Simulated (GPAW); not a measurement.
# C (Fd-3m) in GPAW: settings compared

The runs below take C through single point, with PBE, PBEsol, LDA.

Everything below comes from runs of GPAW 26.7.0. Logs are shortened: lines on timing, memory, paths and dates and some standing lists are left out, and cuts for length are marked. The log counts tension as positive stress, the text compression.

## 1. The crystal as given

Symmetry: Fd-3m, No. 227, cubic system. Conventional cell: a = 3.567 Å, b = 3.567 Å, c = 3.567 Å, α = 90.00°, β = 90.00°, γ = 90.00°. Around C (site symmetry -43m) lie 4 C at 1.54 Å.

This isn't the form of C at room conditions, which is graphite.

## 2. Single point, PBE

File run.py:

```python
from ase.dft.bandgap import bandgap
from ase.io import read, write
from ase.units import GPa
from gpaw import GPAW, PW

atoms = read('C.xyz')

calc = GPAW(mode=PW(800),
            xc='PBE',
            kpts={'size': (13, 13, 13), 'gamma': True},
            occupations={'name': 'methfessel-paxton', 'order': 0, 'width': 0.028999999999999998},
            nbands=11,
            convergence={'density': 1e-05, 'energy': 1e-05},
            maxiter=150,
            txt='gpaw.txt')
atoms.calc = calc
energy = atoms.get_potential_energy()
forces = atoms.get_forces()
stress = atoms.get_stress()
calc.write('gs.gpw')
write('result.traj', atoms)
print(f'Energy: {energy:.6f} eV')
print('Forces (eV/A):')
print(forces.round(4))
print('Stress (GPa):', (stress / GPa).round(3))
print('Fermi level:', round(calc.get_fermi_level(), 4), 'eV')
print(f'Gap: {bandgap(calc)[0]:.4f} eV, direct: {bandgap(calc, direct=True)[0]:.4f} eV')
```

File C.xyz:

```xyz
2
Lattice="0.0000000000 1.7833700000 1.7833700000 1.7833700000 0.0000000000 1.7833700000 1.7833700000 1.7833700000 0.0000000000" Properties=species:S:1:pos:R:3 pbc="T T T"
C      2.6750550000      2.6750550000      2.6750550000
C      1.7833700000      1.7833700000      1.7833700000
```

Potentials or basis: GPAW PAW data sets (gpaw-data 1.2.1), pw.

Run with:

```
$ OMP_NUM_THREADS=1 python run.py
```

gpaw.txt:

```text
__  _  _
 | _ |_)|_||  |
 |__||  | ||/\| - 26.7.0

Input parameters:
  mode=PW(ecut=800.0),
  convergence={'density': 1e-05, 'energy': 1e-05},
  kpts=MonkhorstPack(size=(13, 13, 13), gamma=True),
  maxiter=150,
  nbands=11,
  occupations=Occupations(name='methfessel-paxton', order=0, width=0.028999999999999998),
  xc=XC(name='PBE')

Diagonalizing LCAO Hamiltonian
Converting LCAO to pw mode

          C
       C

Atoms  # Å, Bohr magnetons
|   | symbol |        x |        y |        z |    initial magnetic moments |
|---|--------|----------|----------|----------|-----------------------------|
| 0 |      C | 2.675055 | 2.675055 | 2.675055 | ( 0.0000,  0.0000,  0.0000) |
| 1 |      C | 1.783370 | 1.783370 | 1.783370 | ( 0.0000,  0.0000,  0.0000) |

Unit cell  # Å
| periodic |        x |        y |        z |  lengths |    angles |
|----------|----------|----------|----------|----------|-----------|
|      yes | 0.000000 | 1.783370 | 1.783370 | 2.522066 | 60.000000 |
|      yes | 1.783370 | 0.000000 | 1.783370 | 2.522066 | 60.000000 |
|      yes | 1.783370 | 1.783370 | 0.000000 | 2.522066 | 60.000000 |

Number of symmetries: 24
Symmetry operations  # r_c * U_cc + t_c -> r_c
|    | kind |            matrix            |
|----|------|------------------------------|
|  0 |  E   |  1, 0, 0,  0, 1, 0,  0, 0, 1 |
|  1 |  σ   |  1, 0, 0,  0, 0, 1,  0, 1, 0 |
|  2 |  σ   |  1, 0,-1,  0, 1,-1,  0, 0,-1 |
|  3 |  C3  |  1, 0,-1,  0, 0,-1,  0, 1,-1 |
|  4 |  C3  |  1,-1, 0,  0,-1, 1,  0,-1, 0 |
|  5 |  σ   |  1,-1, 0,  0,-1, 0,  0,-1, 1 |
|  6 |  σ   |  0, 1, 0,  1, 0, 0,  0, 0, 1 |
|  7 |  C3  |  0, 1, 0,  0, 0, 1,  1, 0, 0 |
|  8 |  C2  |  0, 1,-1,  1, 0,-1,  0, 0,-1 |
|  9 |  S4  |  0, 1,-1,  0, 0,-1,  1, 0,-1 |
| 10 |  C3  |  0, 0, 1,  1, 0, 0,  0, 1, 0 |
| 11 |  σ   |  0, 0, 1,  0, 1, 0,  1, 0, 0 |
| 12 |  S4  |  0, 0,-1,  1, 0,-1,  0, 1,-1 |
| 13 |  C3  |  0, 0,-1,  0, 1,-1,  1, 0,-1 |
| 14 |  S4  |  0,-1, 1,  1,-1, 0,  0,-1, 0 |
| 15 |  C2  |  0,-1, 1,  0,-1, 0,  1,-1, 0 |
| 16 |  C3  |  0,-1, 0,  1,-1, 0,  0,-1, 1 |
| 17 |  S4  |  0,-1, 0,  0,-1, 1,  1,-1, 0 |
| 18 |  S4  | -1, 1, 0, -1, 0, 1, -1, 0, 0 |
| 19 |  C3  | -1, 1, 0, -1, 0, 0, -1, 0, 1 |
| 20 |  C3  | -1, 0, 1, -1, 1, 0, -1, 0, 0 |
| 21 |  S4  | -1, 0, 1, -1, 0, 0, -1, 1, 0 |
| 22 |  σ   | -1, 0, 0, -1, 1, 0, -1, 0, 1 |
| 23 |  C2  | -1, 0, 0, -1, 0, 1, -1, 1, 0 |

BZ-sampling:
  Number of BZ points: 2197
  Number of IBZ points: 84

  Monkhorst-Pack size: [13, 13, 13]
  Monkhorst-Pack shift: [0, 0, 0]

K-points  # in reciprocal-cell coordinates
|     |                                coordinates |     weight |
|-----|--------------------------------------------|------------|
|   0 | (  0.00000000,   0.00000000,   0.00000000) | 0.00045517 |
|   1 | (  0.07692308,   0.07692308,   0.00000000) | 0.00273100 |
|   2 | (  0.07692308,   0.07692308,   0.07692308) | 0.00364133 |
|   3 | (  0.15384615,   0.07692308,   0.07692308) | 0.00546199 |
|   4 | (  0.15384615,   0.15384615,   0.00000000) | 0.00273100 |
|   5 | (  0.15384615,   0.15384615,   0.07692308) | 0.01092399 |
|   6 | (  0.15384615,   0.15384615,   0.15384615) | 0.00364133 |
|   7 | (  0.23076923,   0.15384615,   0.07692308) | 0.01092399 |
|   8 | (  0.23076923,   0.15384615,   0.15384615) | 0.01092399 |
|   9 | (  0.23076923,   0.23076923,   0.00000000) | 0.00273100 |
| ... |                                            |            |
|  83 | (  0.46153846,   0.46153846,   0.46153846) | 0.00364133 |

Plane wave coefficients: 594
Cutoff: 800.0 eV

Spin-components: 1 (collinear spins)
Bands:           11
Projectors:      10
Spin-degeneracy: 2
Datatype:        complex128

Parallelization:
  kpt:    1
  domain: 1
  band:   1

Density:
  Valence electrons: 8.0
  Components: 1
  Grid points: [18 18 18]
  Charge: 0.0  # |e|

Potential:
  Grid points: [18 18 18]

species:
  C:
    name:    Carbon
    Z:       6.0
    valence: 4
    core:    2
    charge:  0.0  # [|e|]
    compensation charges:
      type: gauss
      rc: 0.20  # [Å]
      lmax: 2
    cutoffs:
      filter: 1.14  # [Å]
      core: 1.14  # [Å]
    projectors
    | kind |    occ | energy [eV] | rcut [Å] |
    |------|--------|-------------|----------|
    |   2s |  2.000 |     -13.751 |    0.635 |
    |   2p |  2.000 |      -5.284 |    0.635 |
    |    s |        |      13.461 |    0.635 |
    |    p |        |      21.927 |    0.635 |
    |    d |        |       0.000 |    0.635 |

    Using partial waves for C as LCAO basis

Reference energy: -2055.256231  # eV

eigensolver:
  PPCG
  Converge bands: occupied
  niter=2

density mixing:
  MSR1-Mixer
  Pratt-step length: 0.05
  Maximum mixing coefficient: 0.75
  Old densities: 10
  SVD Regularization: 0.005
  Good broyden scale: 1.0
  Trust region scale: 1.0
  Backstep threshold: 4.0
  History deletion threshold: 6.0
  Fourier metric: weight=20.0, sigma=0.015

occupation numbers:
  Methfessel-Paxton:
    width: 0.0290  # eV
    order: 0

poisson solver:
  ecut: 6400.0  # eV

xc functional:
  name: PBE with 2 nearest neighbor stencil

convergence criteria:
- Maximum integral of absolute [dens]ity change: 1e-05 electrons / valence electron
- Maximum [total energy] change in last 3 cyles: 1e-05 eV / valence electron
- Maximum integral of absolute [eigenst]ate change: 4e-08 eV^2 / valence electron
maximum number of iterations: 150

SCF iterations
|iter     | |      energy | eigst |  dens |
|---------|-|-------------|-------|-------|
|iter:   1| |  -18.692876 | +0.15 |       |
|iter:   2| |  -18.624168 | -2.77 | -0.81 |
|iter:   3| |  -18.199341 | -1.48 | -0.83 |
|iter:   4| |  -18.195230 | -2.62 | -1.48 |
|iter:   5| |  -18.195770 | -4.51 | -2.20 |
|iter:   6| |  -18.195771 | -6.33 | -3.38 |
|iter:   7| |  -18.195771c| -7.74c| -4.06 |
|iter:   8| |  -18.195771c| -8.49c| -5.30c|

Converged in 8 steps
Energy contributions relative to reference atoms: (reference = -2055.256231)

Energy contributions:
  Kinetic:          16.542349
  Coulomb:         -15.631242
  Zero:              0.042915
  External:          0.000000
  Xc:              -19.149794
  Entropy:           0.000000
  Spinorbit:         0.000000
  ----------------------------
  Free energy:     -18.195771
  Extrapolated:    -18.195771

dipole moment: (2.132473, 2.132473, 2.132473)  # |e|*Ang

Fermi level: 13.869
Eigenvalues  # (at kpt = [0.000, 0.000, 0.000])
| band index |      eig [eV] | occ [0-2] |
|------------|---------------|-----------|
|          0 |        -9.416 |     2.000 |
|          1 |        12.064 |     2.000 |
|          2 |        12.064 |     2.000 |
|          3 |        12.064 |     2.000 |
|          4 |        17.662 |     0.000 |
|          5 |        17.662 |     0.000 |
|          6 |        17.662 |     0.000 |
|          7 |        25.400 |     0.000 |
|          8 |        31.371 |     0.000 |
|          9 |        38.605 |     0.000 |
|         10 |        39.559 |     0.000 |

Gap: 4.143 eV
Transition (v -> c):
  (s=0, k=0, n=3, [0.00, 0.00, 0.00]) -> (s=0, k=35, n=4, [0.38, 0.38, 0.00])
Direct/indirect transitions are different
Direct gap: 5.598 eV
Transition at: (s=0, k=0, n=3, [0.00, 0.00, 0.00])

Forces  # eV/Ang
|       x |       y |       z |
|---------|---------|---------|
| 0.00000 | 0.00000 | 0.00000 |  # C    0
| 0.00000 | 0.00000 | 0.00000 |  # C    1

Stress tensor  # eV/Ang^3
|         x |         y |         z |
|-----------|-----------|-----------|
| -0.008864 | -0.000000 |  0.000000 |
| -0.000000 | -0.008864 |  0.000000 |
|  0.000000 |  0.000000 | -0.008864 |

# Writing to gs.gpw (mode='')
```

Run time: 14 s. Hardware: 1 thread of Arm Neoverse V1, shared host; peak memory 0.14 GiB.

What came out:

| Property | Result |
| --- | --- |
| Free energy | -18.1958 eV |
| Pressure | 1.4 GPa |
| Band gap on the k mesh | 4.14 eV, indirect (least direct gap 5.60 eV) |

Caveat: an odd mesh through Γ misses points on the zone boundary, where band edges often lie.

## 3. Single point, PBE

run.py: that of step 2 with these lines changed.

```diff
@@ -1,3 +1,4 @@
+from ase import Atoms
 from ase.dft.bandgap import bandgap
-from ase.io import read, write
+from ase.io import write
 from ase.units import GPa
@@ -5,3 +6,9 @@
 
-atoms = read('C.xyz')
+atoms = Atoms(['C', 'C'],
+              cell=[[0.0, 1.78337, 1.78337],
+                    [1.78337, 0.0, 1.78337],
+                    [1.78337, 1.78337, 0.0]],
+              scaled_positions=[[0.75, 0.75, 0.75],
+                                [0.5, 0.5, 0.5]],
+              pbc=True)
 
@@ -10,3 +17,3 @@
             kpts={'size': (13, 13, 13), 'gamma': True},
-            occupations={'name': 'methfessel-paxton', 'order': 0, 'width': 0.028999999999999998},
+            occupations={'name': 'methfessel-paxton', 'order': 0, 'width': 0.03},
             nbands=11,
```

Potentials or basis: GPAW PAW data sets (gpaw-data 1.2.1), pw.

Run with:

```
$ OMP_NUM_THREADS=1 python run.py
```

It took 14 s on 1 thread of Arm Neoverse V1, shared host; peak memory 0.14 GiB.

It converged, with:

* Free energy: -18.1958 eV
* Pressure: 1.4 GPa
* Band gap on the k mesh: 4.14 eV, indirect (least direct gap 5.60 eV)

Levels at points of the mesh, in eV from the valence-band top:
```csv
k point,band 1,band 2,band 3,band 4,band 5,band 6,band 7
"(0.00, 0.00, 0.00)",-21.48,0.00,0.00,0.00,5.60,5.60,5.60
```

Caveat: an odd mesh through Γ misses points on the zone boundary, where band edges often lie.

## 4. Single point, PBEsol

File run.py:

```python
from ase.dft.bandgap import bandgap
from ase.io import read, write
from ase.units import GPa
from gpaw import GPAW, PW, setup_paths

setup_paths.insert(0, '.')

atoms = read('POSCAR')

calc = GPAW(mode=PW(800),
            xc='PBEsol',
            kpts={'size': (13, 13, 13), 'gamma': True},
            occupations={'name': 'methfessel-paxton', 'order': 0, 'width': 0.05},
            nbands=11,
            convergence={'density': 1e-05, 'energy': 1e-05},
            maxiter=150,
            txt='gpaw.txt')
atoms.calc = calc
energy = atoms.get_potential_energy()
forces = atoms.get_forces()
stress = atoms.get_stress()
calc.write('gs.gpw')
write('result.traj', atoms)
print(f'Energy: {energy:.6f} eV')
print('Forces (eV/A):')
print(forces.round(4))
print('Stress (GPa):', (stress / GPa).round(3))
print('Fermi level:', round(calc.get_fermi_level(), 4), 'eV')
print(f'Gap: {bandgap(calc)[0]:.4f} eV, direct: {bandgap(calc, direct=True)[0]:.4f} eV')
```

File POSCAR:

```
C
1.0
    0.0000000000      1.7833700000      1.7833700000
    1.7833700000      0.0000000000      1.7833700000
    1.7833700000      1.7833700000      0.0000000000
C
2
Direct
    0.7500000000      0.7500000000      0.7500000000
    0.5000000000      0.5000000000      0.5000000000
```

Potentials or basis: PAW data sets generated in the run's folder for this functional, pw.

Run with:

```
$ gpaw-setup -f PBEsol C
$ OMP_NUM_THREADS=1 python run.py
```

Wall time 15 s (1 thread of Arm Neoverse V1, shared host); peak memory 0.14 GiB.

It converged, with:

```yaml
Free_energy: -19.2557 eV
Pressure: -5.2 GPa
Band_gap_on_the_k_mesh: 4.01 eV, indirect (least direct gap 5.54 eV)
```

Levels at points of the mesh, in eV from the valence-band top:
```
           k point  band 1  band 2  band 3  band 4  band 5  band 6  band 7
(0.00, 0.00, 0.00)  -21.52    0.00    0.00    0.00    5.54    5.54    5.54
```

Caveat: an odd mesh through Γ misses points on the zone boundary, where band edges often lie. As with any semilocal functional, this PBEsol gap is likely too small.

## 5. Single point, LDA

File run.py:

```python
from ase.dft.bandgap import bandgap
from ase.io import read, write
from ase.units import Bohr, GPa
from gpaw import GPAW, PW
from gpaw.elf import elf_from_dft_calculation

atoms = read('C.xyz')

calc = GPAW(mode=PW(800),
            xc='LDA',
            kpts={'size': (13, 13, 13), 'gamma': True},
            occupations={'name': 'methfessel-paxton', 'order': 0, 'width': 0.1},
            nbands=11,
            convergence={'density': 1e-05, 'energy': 1e-05},
            maxiter=150,
            txt='gpaw.txt')
atoms.calc = calc
energy = atoms.get_potential_energy()
forces = atoms.get_forces()
stress = atoms.get_stress()
calc.write('gs.gpw')
write('result.traj', atoms)
print(f'Energy: {energy:.6f} eV')
print('Forces (eV/A):')
print(forces.round(4))
print('Stress (GPa):', (stress / GPa).round(3))
print('Fermi level:', round(calc.get_fermi_level(), 4), 'eV')
print(f'Gap: {bandgap(calc)[0]:.4f} eV, direct: {bandgap(calc, direct=True)[0]:.4f} eV')

# fields on the real-space grid
write('density.cube', atoms, data=calc.get_pseudo_density() * Bohr**3)
write('potential.cube', atoms, data=calc.get_electrostatic_potential())
write('elf.cube', atoms, data=elf_from_dft_calculation(calc).data)
```

C.xyz is that of step 2.

Potentials or basis: the program's PAW data sets (release 1.2.1) made for this functional, pw.

Run with:

```
$ OMP_NUM_THREADS=1 python run.py
```

gpaw.txt:

```text
__  _  _
 | _ |_)|_||  |
 |__||  | ||/\| - 26.7.0

Input parameters:
  mode=PW(ecut=800.0),
  convergence={'density': 1e-05, 'energy': 1e-05},
  kpts=MonkhorstPack(size=(13, 13, 13), gamma=True),
  maxiter=150,
  nbands=11,
  occupations=Occupations(name='methfessel-paxton', order=0, width=0.1),
  xc=XC(name='LDA')

Diagonalizing LCAO Hamiltonian
Converting LCAO to pw mode

          C
       C

Atoms  # Å, Bohr magnetons
|   | symbol |        x |        y |        z |    initial magnetic moments |
|---|--------|----------|----------|----------|-----------------------------|
| 0 |      C | 2.675055 | 2.675055 | 2.675055 | ( 0.0000,  0.0000,  0.0000) |
| 1 |      C | 1.783370 | 1.783370 | 1.783370 | ( 0.0000,  0.0000,  0.0000) |

Unit cell  # Å
| periodic |        x |        y |        z |  lengths |    angles |
|----------|----------|----------|----------|----------|-----------|
|      yes | 0.000000 | 1.783370 | 1.783370 | 2.522066 | 60.000000 |
[... 157 lines left out ...]
  Zero:              0.043826
  External:          0.000000
  Xc:              -21.329360
  Entropy:          -0.000000
  Spinorbit:         0.000000
  ----------------------------
  Free energy:     -20.276930
  Extrapolated:    -20.276930

dipole moment: (2.137599, 2.137599, 2.137599)  # |e|*Ang

Fermi level: 13.588
Eigenvalues  # (at kpt = [0.000, 0.000, 0.000])
| band index |      eig [eV] | occ [0-2] |
|------------|---------------|-----------|
|          0 |        -9.520 |     2.000 |
|          1 |        11.805 |     2.000 |
|          2 |        11.805 |     2.000 |
|          3 |        11.805 |     2.000 |
|          4 |        17.351 |     0.000 |
|          5 |        17.351 |     0.000 |
|          6 |        17.351 |     0.000 |
|          7 |        25.352 |     0.000 |
|          8 |        30.824 |     0.000 |
|          9 |        38.441 |     0.000 |
|         10 |        39.095 |     0.000 |

Gap: 4.108 eV
Transition (v -> c):
  (s=0, k=0, n=3, [0.00, 0.00, 0.00]) -> (s=0, k=35, n=4, [0.38, 0.38, 0.00])
Direct/indirect transitions are different
Direct gap: 5.546 eV
Transition at: (s=0, k=0, n=3, [0.00, 0.00, 0.00])

Forces  # eV/Ang
|       x |        y |        z |
|---------|----------|----------|
| 0.00000 | -0.00000 | -0.00000 |  # C    0
| 0.00000 | -0.00000 | -0.00000 |  # C    1

Stress tensor  # eV/Ang^3
|        x |         y |         z |
|----------|-----------|-----------|
| 0.084166 |  0.000000 |  0.000000 |
| 0.000000 |  0.084166 | -0.000000 |
| 0.000000 | -0.000000 |  0.084166 |

# Writing to gs.gpw (mode='')
```

Run time: 14 s. Hardware: 1 thread of Arm Neoverse V1, shared host; peak memory 0.14 GiB.

What came out:

```
Free energy            : -20.2769 eV
Pressure               : -13.5 GPa
Band gap on the k mesh : 4.11 eV, indirect (least direct gap 5.55 eV)
```

Caveat: an odd mesh through Γ misses points on the zone boundary, where band edges often lie.

## 6. Single point, PBE

File run.py:

```python
from ase import Atoms
from ase.dft.bandgap import bandgap
from ase.io import write
from ase.units import GPa
from gpaw import GPAW, PW

atoms = Atoms(['C', 'C'],
              cell=[[0.0, 1.78337, 1.78337],
                    [1.78337, 0.0, 1.78337],
                    [1.78337, 1.78337, 0.0]],
              scaled_positions=[[0.75, 0.75, 0.75],
                                [0.5, 0.5, 0.5]],
              pbc=True)

calc = GPAW(mode=PW(800),
            xc='PBE',
            kpts={'size': (13, 13, 13), 'gamma': True},
            occupations={'name': 'methfessel-paxton', 'order': 0, 'width': 0.011},
            nbands=11,
            convergence={'density': 1e-05, 'energy': 1e-05},
            maxiter=150,
            txt='gpaw.txt')
atoms.calc = calc
energy = atoms.get_potential_energy()
forces = atoms.get_forces()
stress = atoms.get_stress()
calc.write('gs.gpw')
write('result.traj', atoms)
print(f'Energy: {energy:.6f} eV')
print('Forces (eV/A):')
print(forces.round(4))
print('Stress (GPa):', (stress / GPa).round(3))
print('Fermi level:', round(calc.get_fermi_level(), 4), 'eV')
print(f'Gap: {bandgap(calc)[0]:.4f} eV, direct: {bandgap(calc, direct=True)[0]:.4f} eV')
```

Potentials or basis: GPAW PAW data sets (gpaw-data 1.2.1), pw.

Run with:

```
$ OMP_NUM_THREADS=1 python run.py
```

Wall time 14 s (1 thread of Arm Neoverse V1, shared host); peak memory 0.14 GiB.

Results (log left out):

```yaml
Free_energy: -18.1958 eV
Pressure: 1.4 GPa
Band_gap_on_the_k_mesh: 4.14 eV, indirect (least direct gap 5.60 eV)
```

Levels at points of the mesh, in eV from the valence-band top:
| k point | band 1 | band 2 | band 3 | band 4 | band 5 | band 6 | band 7 |
| --- | --- | --- | --- | --- | --- | --- | --- |
| (0.00, 0.00, 0.00) | -21.48 | 0.00 | 0.00 | 0.00 | 5.60 | 5.60 | 5.60 |

Caveat: an odd mesh through Γ misses points on the zone boundary, where band edges often lie. A hybrid or GW would open this gap; PBE tends to underestimate it.

## 7. Overview

| level | potentials or basis | smearing | gap on the mesh (eV) | pressure (GPa) |
| --- | --- | --- | --- | --- |
| PBE | GPAW PAW data sets (gpaw-data 1.2.1), pw | gaussian 0.029 eV | 4.14 | 1.4 |
| PBE | GPAW PAW data sets (gpaw-data 1.2.1), pw | gaussian 0.03 eV | 4.14 | 1.4 |
| PBEsol | PAW data sets generated in the run's folder for this functional, pw | gaussian 0.05 eV | 4.01 | -5.2 |
| LDA | the program's PAW data sets (release 1.2.1) made for this functional, pw | gaussian 0.1 eV | 4.11 | -13.5 |
| PBE | GPAW PAW data sets (gpaw-data 1.2.1), pw | gaussian 0.011 eV | 4.14 | 1.4 |

Alike in all rows: task single point; no spin polarisation; cell as given; k mesh 13 × 13 × 13; cutoff (eV) 800.

Caveats: an odd mesh through Γ misses points on the zone boundary, where band edges often lie.

Total energies depend on the potentials used, so only differences within one code and one set of settings carry meaning.
